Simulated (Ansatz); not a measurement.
# TaN (Fm-3m) under biaxial strain in the (001) plane, part 2 of 2

Aim: how do the optical modes of TaN (Fm-3m) shift and split under this strain?

Ansatz 0.2.0; DFT LDA, scalar-relativistic, plane waves, PAW; PAW set soft_1.

So far. Step 3 (Tight relaxation): The forces vanish by symmetry and the pressure is 0.000 GPa, within the tolerances set. The cell now holds 10.27 Å³/atom.

## Step 4: Modes at rest

The force constants come from the linear response of the density to a displacement.

The modes at rest are the reference of the series.

input.yaml reads:

```yaml
crystal:
  lattice:
    - [0.0, 2.1738081265, 2.1738081265]
    - [2.1738081265, 0.0, 2.1738081265]
    - [2.1738081265, 2.1738081265, 0.0]
  atoms:
    - { symbol: "N", position: [0.0, 0.0, 0.0] }
    - { symbol: Ta, position: [0.5, 0.5, 0.5] }
kpoints:
  mp_grid: { grid: [16, 16, 16] }
hamiltonian:
  xc: lda
  pseudopotentials: { kind: paw, azcp: { folder: soft_1 }, xc_functional: pbe }
scf:
  occupations: { method: methfessel_paxton, width: 0.2 }
output:
  eigenvalues: true
phonons:
  method: dfpt
```

Run with:

```console
> ansatz run input.yaml --threads 4 --pin off --max-ram 10240MiB --backend cpu --events-out ev --progress --plain --runs-dir out
```

Numbers of over 12 decimals in the logs are rounded to 6 here.

Output:

```text
[...]
Crystal: 2 atoms, lattice volume = 20.544 Å³
Basis set: ecut = 420 eV, 411 PW (Γ), exchange–correlation on 48×48×48 points (8 copies of the dense FFT grid, shifted against one another)
Bands: 13, of which v1, the nominal top of the filled ones, is band 9 counted from 1 (8 counted from 0)
Symmetry: 48 space group operations
k-points: 349 of 4096 (irreducible under 8 space group operations, time reversal used)
[...]
SCF iter   1: F=—  HF=-10059.593158 eV  |F-HF|=—  |Δ(HF+E_count)|=         —  Δρ=5.12e-2  dr2=5.55e-1  ethr=3.10e-3  ⟨swp⟩=5.0  Hψ=48301  notcnv=0
[...]
SCF iter   8: F=-10059.468552 eV  HF=-10059.468552 eV  |F-HF|=0.00e0  |Δ(HF+E_count)|=  2.91e-11  S|Δr|=    0.00e0  Δρ=7.52e-8  dr2=2.12e-13  ethr=1.00e-12  ⟨swp⟩=9.3  Hψ=26839  notcnv=0
SCF 1 converged in 8 iterations: F = -10059.468552 eV  dr2 = 2.12e-13
[...]
DFPT response loops at Γ: preconditioner auto → Kerker (q_TF=auto, 2.669 Å⁻¹) (partly filled bands, converged f_vac=0.000); β = 1.00, the filter's whole step (`scf.mixing.beta` (0.50) is not read by the response loops under this deck's `scf.mixing.preconditioner`; to damp them name `kerker` or `kerker_dos`, under which they read `scf.mixing.beta`, and type it under 1.00, their step now; both keys bind the ground state too); Broyden in place of MSR1
SCF converged after 8 iterations
[...]
Free energy (F): -10059.468552 eV
[...]
Internal energy: -10059.466226 eV  (E = F + TS)
E sigma→0 (E₀):  -10059.467970 eV
Entropy (-TS):   -0.002327 eV (-1.163 meV/atom)
Fermi energy:    22.001754 eV
[...]
--- Band table (eV; the first three rows and the last of 349) ---
  k-point 0: bands = [... 5 lower, 18.1227, 18.1227, 18.1227, 19.7984, 19.7984, 19.7984, 22.0405, 22.0405, ... 4 higher]
  k-point 1: bands = [... 5 lower, 17.6031, 17.7606, 17.7606, 19.9639, 19.9639, 20.0438, 22.4553, 22.4553, ... 4 higher]
  k-point 2: bands = [... 5 lower, 16.5542, 17.0193, 17.0193, 20.3465, 20.3465, 20.4097, 23.4576, 23.4576, ... 4 higher]
  k-point 348: bands = [... 5 lower, 14.3578, 15.1589, 15.1589, 21.8150, 21.8150, 25.7762, 26.4177, 26.7478, ... 4 higher]
--- Phonons (Γ-DFPT): 2 representative perturbations + reference, on 349 of 4096 k-points (Σ response iterations 6) ---
  k mesh reduced under 8 symmetry operations, with k and −k counted as one. Each operation leaves every solved perturbation unchanged. A smaller set is not used because it would not reduce the number of displacements times k-points to solve
  ASR residual: 2.085e-5 → 0.000e0 eV/Å²; symmetrization residual: 6.852e-7 eV/Å²
  ASR residual per site (eV/Å²): 1.13e-5 2.08e-5
  Γ frequencies (cm⁻¹): 0.00 0.00 0.00 421.40 421.40 421.40
  non-analytic LO–TO correction: not included (Born effective charges unavailable; polar crystals: no LO–TO splitting at Γ)
```

Wall time 8.8 s (4 threads of Arm Neoverse V1, shared host); peak memory 0.57 GiB.

Numbers from this step:

```yaml
sum_rule_residual_before_enforcement: 2.08e-5 eV/Å²
point_group: m-3m
highest_optical_mode_at_the_zone_centre_no_lo_to_term: 421.4 cm⁻¹
lowest_optical_zone_centre_mode: 421.4 cm⁻¹
```

Patterns of degenerate modes are one choice out of their space. The modes at Γ (shares of kinetic energy by element, %):

```csv
mode,frequency (cm⁻¹),symmetry,N %,Ta %
1,0.0,acoustic,7,93
2,0.0,acoustic,7,93
3,0.0,acoustic,7,93
4,421.4,T1u,93,7
5,421.4,T1u,93,7
6,421.4,T1u,93,7
```

Displacements in mode 6 (421.4 cm⁻¹), the largest set to 1:
```
N1   0.00 -0.12  1.00
Ta2  0.00  0.01 -0.08
```

Before it was imposed, the acoustic sum rule was missed by 2.1e-5 eV/Å². Small misses are needed for a sound result but don't prove that mesh and cutoff are converged. The lowest optical mode is real, 421 cm⁻¹.

## Step 5: A member of the series: biaxial strain of +4 % in the (001) plane

The cell takes a biaxial strain of +4 % in the (001) plane. The strained lengths are held, while the rest of the cell and the atoms relax.

input.yaml, the sections that differ from step 4:

```yaml
crystal:
  lattice:
    - [0.0, 2.2607604517, 2.1506436017]
    - [2.2607604517, 0.0, 2.1506436017]
    - [2.2607604517, 2.2607604517, 0.0]
  atoms:
    - { symbol: "N", position: [0.0, 0.0, 0.0] }
    - { symbol: Ta, position: [0.5, 0.5, 0.5] }
  conventional_axes: [[-1, 1, 1], [1, -1, 1], [1, 1, -1]]
output:
  forces: true
  stress: true
  eigenvalues: true
relax:
  adjacent_minimum: "off"
  f_tol: 0.001
  max_steps: 60
  cell: { stress_tol: 0.01, fix: [a, b, gamma] }
# kpoints, hamiltonian, scf: as in step 4
# phonons: removed
```

Output:

```text
[...]
Crystal: 2 atoms, lattice volume = 21.984 Å³
Basis set: ecut = 420 eV, 427 PW (Γ)
Bands: 13, of which v1, the nominal top of the filled ones, is band 9 counted from 1 (8 counted from 0)
Symmetry: 16 space group operations
[...]
k-points: 349 of 4096
[...]
k-point 348: bands = [... 5 lower, 14.3891, 15.1962, 15.8150, 15.8150, 22.5300, 23.8810, 23.8810, 24.8606, ... 4 higher]
--- Relaxed structure (4 steps of the walk, 4 accepted, 2 SCFs on fresh bases) ---
[...]
cell:  # Å, volume = 21.9152 Å³
    - [0.0, 2.2607604517, 2.143909]
    - [2.2607604517, 0.0, 2.143909]
    - [2.2607604517, 2.2607604517, 0.0]
  atoms:
    - { symbol: N, position: [0, 0, 0] }
    - { symbol: Ta, position: [0.5, 0.5, 0.500000] }
[key lines of the parts left out:]
SCF converged after 4 iterations
Free energy (F): -10059.308737 eV
Fermi energy:    20.482930 eV
P = ⅓ Tr σ = -18.9180 GPa (-189.180 kbar)
```

Elapsed: 9.7 s, on 4 threads; peak memory 0.42 GiB; 36 s of CPU time.

Relaxation path:

```csv
step,energy less that of the first step (eV),largest force component (eV/Å),pressure (GPa),volume (Å³)
1,0.0000,0.0000,-20.07,21.98
2,-0.0007,0.0000,-18.84,21.91
3,-0.0007,0.0000,-18.92,21.92
4*,-0.0006,0.0000,-18.93,21.92
5,-0.0006,0.0000,-18.92,21.92
6*,-0.0006,0.0000,-18.92,21.92
```

Relaxation steps marked * repeat the geometry before them on a plane-wave basis chosen anew for their cell, so energy and pressure can jump there.

The run keeps the 16 symmetry operations that it works with, so distortions that break them were not tested.

```csv
"conventional cell, symmetrised",before,after,change
a (Å),3.197,3.197,+0.0 %
b (Å),3.197,3.197,+0.0 %
c (Å),4.301,4.288,-0.3 %
volume (Å³/atom),10.99,10.96,-0.3 %
```

The relaxed structure:

```cif
data_structure
_symmetry_space_group_name_H-M 'P 1'
_symmetry_Int_Tables_number 1
_cell_length_a 3.1157
_cell_length_b 3.1157
_cell_length_c 3.1972
_cell_angle_alpha 59.131
_cell_angle_beta 59.131
_cell_angle_gamma 61.739
_cell_volume 21.92
loop_
_atom_site_label
_atom_site_type_symbol
_atom_site_fract_x
_atom_site_fract_y
_atom_site_fract_z
_atom_site_occupancy
N1 N 0.00000 0.00000 0.00000 1
Ta2 Ta 0.50000 0.50000 0.50000 1
```

This step gave:

| Item | Value |
| --- | --- |
| pressure | -18.92 GPa |
| volume per atom | 10.96 Å³ |

The forces vanish by symmetry.

The cell shrank by 0.3 % in volume.

## Step 6: Zone-centre modes of the member: biaxial strain of +4 % in the (001) plane

The zone-centre modes follow for biaxial strain of +4 % in the (001) plane.

input.yaml, the sections that differ from step 5:

```yaml
crystal:
  lattice:
    - [0.0, 2.2607604517, 2.1439088205]
    - [2.2607604517, 0.0, 2.1439088205]
    - [2.2607604517, 2.2607604517, 0.0]
  atoms:
    - { symbol: "N", position: [0.0, 0.0, 0.0] }
    - { symbol: Ta, position: [0.5, 0.5, 0.5] }
output:
  eigenvalues: true
phonons:
  method: dfpt
# kpoints, hamiltonian, scf: as in step 5
# relax: removed
```

Output:

```text
zone centre: on kpoints.mp_grid the ground state, and the responses unless they are solved on pairs of k-points, stand on 621 of the mesh's 4096 k-points, reduced under 8 symmetry operations, with k and −k counted as one. Each operation leaves every solved displacement unchanged or reverses it
[...]
Crystal: 2 atoms, lattice volume = 21.915 Å³
Basis set: ecut = 420 eV, 427 PW (Γ), exchange–correlation on 48×48×48 points (8 copies of the dense FFT grid, shifted against one another)
Bands: 13, of which v1, the nominal top of the filled ones, is band 9 counted from 1 (8 counted from 0)
Symmetry: 16 space group operations
k-points: 621 of 4096 (irreducible under 8 space group operations)
[...]
SCF iter   1: F=—  HF=-10059.409158 eV  |F-HF|=—  |Δ(HF+E_count)|=         —  Δρ=4.63e-2  dr2=4.51e-1  ethr=3.10e-3  ⟨swp⟩=5.0  Hψ=86438  notcnv=0
[...]
SCF iter   8: F=-10059.308737 eV  HF=-10059.308737 eV  |F-HF|=5.46e-12  |Δ(HF+E_count)|=  9.09e-12  S|Δr|=    0.00e0  Δρ=7.31e-8  dr2=5.36e-13  ethr=1.00e-12  ⟨swp⟩=9.2  Hψ=47782  notcnv=0
SCF 1 converged in 8 iterations: F = -10059.308737 eV  dr2 = 5.36e-13
[...]
SCF converged after 8 iterations
[...]
Free energy (F): -10059.308737 eV
[...]
Internal energy: -10059.308888 eV  (E = F + TS)
E sigma→0 (E₀):  -10059.308775 eV
Entropy (-TS):   0.000151 eV (0.076 meV/atom)
Fermi energy:    20.482930 eV
[...]
--- Band table (eV; the first three rows and the last of 621) ---
  k-point 0: bands = [... 5 lower, 16.7239, 16.7239, 16.9530, 18.2871, 18.2871, 18.8959, 20.1581, 20.2756, ... 4 higher]
  k-point 1: bands = [... 5 lower, 16.2539, 16.3788, 16.5913, 18.4684, 18.5168, 19.0139, 20.5264, 20.6662, ... 4 higher]
  k-point 2: bands = [... 5 lower, 15.2646, 15.6901, 15.8794, 18.8646, 18.9015, 19.2564, 21.4213, 21.5933, ... 4 higher]
  k-point 620: bands = [... 5 lower, 14.3891, 15.1962, 15.8150, 15.8150, 22.5300, 23.8810, 23.8810, 24.8606, ... 4 higher]
[...]
ASR residual: 4.927e-5 → 0.000e0 eV/Å²; symmetrization residual: 1.238e-6 eV/Å²
  ASR residual per site (eV/Å²): 9.82e-6 4.93e-5
  Γ frequencies (cm⁻¹): 0.00 0.00 0.00 253.80 253.80 466.92
[...]
```

Run time: 21 s. Hardware: 4 threads; peak memory 0.81 GiB.

This step gave:

* sum-rule residual before enforcement: 4.93e-5 eV/Å²
* point group: 4/mmm
* highest optical mode at the zone centre (no LO-TO term): 466.9 cm⁻¹
* lowest optical zone-centre mode: 253.8 cm⁻¹

Patterns of degenerate modes are one choice out of their space. Modes at Γ, with each element's share of the kinetic energy:

```csv
mode,frequency (cm⁻¹),symmetry,N %,Ta %
1,0.0,acoustic,7,93
2,0.0,acoustic,7,93
3,0.0,acoustic,7,93
4,253.8,Eu,93,7
5,253.8,Eu,93,7
6,466.9,A2u,93,7
```

Displacements in mode 5 (253.8 cm⁻¹), the largest set to 1:
```
N1   0.00  1.00  0.00
Ta2  0.00 -0.08  0.00
```

Displacements in mode 6 (466.9 cm⁻¹), the largest set to 1:
```
N1   0.00  0.00  1.00
Ta2  0.00  0.00 -0.08
```

The lowest optical mode is real, 254 cm⁻¹, and the highest lies at 466.9 cm⁻¹.

For the highest optical mode at the zone centre (no LO-TO term), step 4 gave 421 cm⁻¹; this run, with strain 4 %, gives 467 cm⁻¹ (+11 %).

## Step 7: Relaxation of a member: biaxial strain of -4 % in the (001) plane

The cell takes a biaxial strain of -4 % in the (001) plane. The strained lengths are held, while the rest of the cell and the atoms relax.

input.yaml, the sections that differ from step 6:

```yaml
crystal:
  lattice:
    - [0.0, 2.0868558014, 2.2035994801]
    - [2.0868558014, 0.0, 2.2035994801]
    - [2.0868558014, 2.0868558014, 0.0]
  atoms:
    - { symbol: "N", position: [0.0, 0.0, 0.0] }
    - { symbol: Ta, position: [0.5, 0.5, 0.5] }
  conventional_axes: [[-1, 1, 1], [1, -1, 1], [1, 1, -1]]
output:
  forces: true
  stress: true
  eigenvalues: true
relax:
  adjacent_minimum: "off"
  f_tol: 0.001
  max_steps: 60
  cell: { stress_tol: 0.01, fix: [a, b, gamma] }
# kpoints, hamiltonian, scf: as in step 6
# phonons: removed
```

Output:

```text
[...]
Crystal: 2 atoms, lattice volume = 19.193 Å³
Basis set: ecut = 420 eV, 371 PW (Γ)
Bands: 13, of which v1, the nominal top of the filled ones, is band 9 counted from 1 (8 counted from 0)
Symmetry: 16 space group operations
[...]
k-points: 349 of 4096
[...]
k-point 348: bands = [... 5 lower, 16.3341, 17.4366, 18.9370, 18.9370, 25.9078, 27.6087, 27.6087, 29.0083, ... 4 higher]
--- Relaxed structure (5 steps of the walk, 5 accepted, 2 SCFs on fresh bases) ---
[...]
cell:  # Å, volume = 19.3228 Å³
    - [0.0, 2.0868558014, 2.218478]
    - [2.0868558014, 0, 2.218478]
    - [2.0868558014, 2.0868558014, 0]
  atoms:
    - { symbol: N, position: [0, 0, 0] }
    - { symbol: Ta, position: [0.500000, 0.500000, 0.5] }
[key lines of the parts left out:]
SCF converged after 4 iterations
Free energy (F): -10059.253983 eV
Fermi energy:    23.474033 eV
P = ⅓ Tr σ = 30.3227 GPa (303.227 kbar)
```

It took 11 s on 4 threads; peak memory 0.42 GiB; 41 s of CPU time.

Relaxation path:

```csv
step,energy less that of the first step (eV),largest force component (eV/Å),pressure (GPa),volume (Å³)
1,0.0000,0.0000,32.89,19.19
2,-0.0014,0.0000,30.80,19.30
3,-0.0014,0.0000,30.34,19.32
4,-0.0014,0.0000,30.32,19.32
5*,-0.0017,0.0000,30.35,19.32
6,-0.0017,0.0000,30.32,19.32
7*,-0.0017,0.0000,30.32,19.32
```

Relaxation steps marked * repeat the geometry before them on a plane-wave basis chosen anew for their cell, so energy and pressure can jump there.

The run keeps the 16 symmetry operations that it works with, so distortions that break them were not tested.

```csv
"conventional cell, symmetrised",before,after,change
a (Å),2.951,2.951,-0.0 %
b (Å),2.951,2.951,-0.0 %
c (Å),4.407,4.437,+0.7 %
volume (Å³/atom),9.60,9.66,+0.7 %
```

Final coordinates:

```xyz
2
Lattice="0.0000 2.0869 2.2185 2.0869 0.0000 2.2185 2.0869 2.0869 0.0000" Properties=species:S:1:pos:R:3 pbc="T T T"
N     0.0000    0.0000    0.0000
Ta    2.0869    2.0869    2.2185
```

Numbers from this step:

```
pressure        : 30.32 GPa
volume per atom : 9.661 Å³
```

The forces vanish by symmetry.

The cell grew by 0.7 % in volume.

## Step 8: Zone-centre modes of the member: biaxial strain of -4 % in the (001) plane

The zone-centre modes follow for biaxial strain of -4 % in the (001) plane.

input.yaml, the sections that differ from step 7:

```yaml
crystal:
  lattice:
    - [0.0, 2.0868558014, 2.2184783862]
    - [2.0868558014, 0.0, 2.2184783862]
    - [2.0868558014, 2.0868558014, 0.0]
  atoms:
    - { symbol: "N", position: [0.0, 0.0, 0.0] }
    - { symbol: Ta, position: [0.5, 0.5, 0.5] }
output:
  eigenvalues: true
phonons:
  method: dfpt
# kpoints, hamiltonian, scf: as in step 7
# relax: removed
```

Output:

```text
[...]
Crystal: 2 atoms, lattice volume = 19.323 Å³
Basis set: ecut = 420 eV, 371 PW (Γ), exchange–correlation on 48×48×48 points (8 copies of the dense FFT grid, shifted against one another)
Bands: 13, of which v1, the nominal top of the filled ones, is band 9 counted from 1 (8 counted from 0)
Symmetry: 16 space group operations
k-points: 621 of 4096 (irreducible under 8 space group operations)
[...]
k-point 2: bands = [... 5 lower, 17.7427, 18.1549, 18.3665, 21.4192, 21.9347, 21.9403, 24.1250, 25.6429, ... 4 higher]
  k-point 620: bands = [... 5 lower, 16.3341, 17.4366, 18.9370, 18.9370, 25.9078, 27.6087, 27.6087, 29.0083, ... 4 higher]
[...]
ASR residual: 5.275e-5 → 0.000e0 eV/Å²; symmetrization residual: 1.500e-6 eV/Å²
  ASR residual per site (eV/Å²): 5.28e-5 3.60e-5
  Γ frequencies (cm⁻¹): 0.00 0.00 0.00 349.87 590.33 590.33
[...]
[key lines of the parts left out:]
SCF converged after 8 iterations
Free energy (F): -10059.253984 eV
Fermi energy:    23.474033 eV
```

It took 19 s on 4 threads; peak memory 0.76 GiB.

Numbers from this step:

```yaml
sum_rule_residual_before_enforcement: 5.28e-5 eV/Å²
highest_optical_mode_at_the_zone_centre_no_lo_to_term: 590.3 cm⁻¹
lowest_optical_zone_centre_mode: 349.9 cm⁻¹
```

Patterns of degenerate modes are one choice out of their space. Modes at Γ, with each element's share of the kinetic energy:

```csv
mode,frequency (cm⁻¹),symmetry,N %,Ta %
1,0.0,acoustic,7,93
2,0.0,acoustic,7,93
3,0.0,acoustic,7,93
4,349.9,A2u,93,7
5,590.3,Eu,93,7
6,590.3,Eu,93,7
```

Displacements in mode 4 (349.9 cm⁻¹), the largest set to 1:
```
N1   0.00  0.00  1.00
Ta2  0.00  0.00 -0.08
```

Displacements in mode 5 (590.3 cm⁻¹), the largest set to 1:
```
N1   0.00  1.00  0.00
Ta2  0.00 -0.08  0.00
```

The lowest optical mode is real, 350 cm⁻¹, and the highest lies at 590.3 cm⁻¹.

Between step 4 and this run (strain -4 %) the value for the highest optical mode at the zone centre (no LO-TO term) moves from 421 cm⁻¹ to 590 cm⁻¹ (+40 %).

## Step 9: The series together

The members are set side by side, also those not shown above.

Stress is positive in compression; energies are extrapolated to zero smearing, and E0 is that at rest; the edges not held and the atoms are relaxed in each cell; all runs use 16×16×16 k points and Methfessel-Paxton smearing of 0.2 eV. State of the crystal along the series:

```csv
strain (%),in-plane stress (GPa),free strain along [001] (%),E - E0 (meV/atom)
-4,45.48,2.055,106.9
-3,32.54,1.371,57.98
-2,20.52,0.8492,24.75
-1,9.558,0.4229,5.881
0,-4.76e-4,0,0
1,-8.268,-0.4298,5.312
2,-15.86,-0.7769,20.81
3,-22.68,-1.066,45.97
4,-28.38,-1.375,79.6
```

Optical modes are counted from below at rest and tracked from member to member by their patterns, and modes that stay within 0.3 cm⁻¹ of each other stand once; labels, where given, are those at rest; the edges not held and the atoms are relaxed in each cell; all runs use 16×16×16 k points and Methfessel-Paxton smearing of 0.2 eV. Optical modes along the series:

```csv
strain (%),"optical mode 1 T1u, doublet (cm⁻¹)","optical mode 2 T1u, singlet (cm⁻¹)"
-4,590.3,349.9
-3,547.1,362.1
-2,502.9,380.8
-1,461.3,402.6
0,421.4,421.4
1,382.8,436.4
2,341.9,448.8
3,297.9,459.1
4,253.8,466.9
```

Value and slope at zero strain of a cubic (a lower polynomial where under five rows exist) through the rows within 2 % of rest. Slopes at rest:

```csv
mode,frequency (cm⁻¹),shift per percent of strain (cm⁻¹),shift per GPa of compressive stress (cm⁻¹)
"optical mode 1 T1u, doublet",421.7,-38.89,4.39
"optical mode 2 T1u, singlet",421.2,16.83,-1.9
```

## Step 10: What came out

```json
{
  "members": "9",
  "highest optical mode at the zone centre (no LO-TO term), at rest": "421.4 cm⁻¹",
  "biaxial modulus in the (001) plane": "885 GPa",
  "optical mode 1 T1u, doublet, shift per percent": "-38.89 cm⁻¹",
  "optical mode 2 T1u, singlet, shift per percent": "16.83 cm⁻¹"
}
```

The stress changes by 8.85 GPa for each percent, a biaxial modulus of 885 GPa in the (001) plane. For each percent the free edge responds with -0.43 %. The strain lowers the symmetry: the level at 421.4 cm⁻¹ splits, into 590.3 and 349.9 cm⁻¹ at -4 %. Within 2 % of rest optical mode 2 T1u, singlet bends away from a straight line, so a single slope holds only near rest. The fastest shift in the table of slopes is -38.9 cm⁻¹ for each percent (optical mode 1 T1u, doublet), or 4.4 cm⁻¹ for each GPa of compressive stress. For small strain, the measured shift of a line that Raman or infrared light can see, divided by its slope, estimates the stress, if the state of stress is of this kind. These are harmonic frequencies at zero temperature: anharmonic shifts, linewidths and thermal expansion are left out. Spin-orbit coupling is left out, which can matter for the heavy elements here. With no gap, or one that is small against the smearing, the frequencies hang on the k mesh and the smearing, most of all near Kohn anomalies. The PAW files were made for PBE; the program adapts parts of them to the functional of the run, but their partial waves stay those of PBE, an approximation that was not tested in this session. Only the zone centre was solved, so an instability at another wavevector cannot show here.

[Logs are printed without paths, hosts, clocks, repeated set-up lines and the standing remarks that a program may print on its own settings, such as how far it seeks lower states.]

[Hosts, paths, dates, database ids (printed as entryN), source tags and the programs' standing remarks are cut or masked in the printed files.]
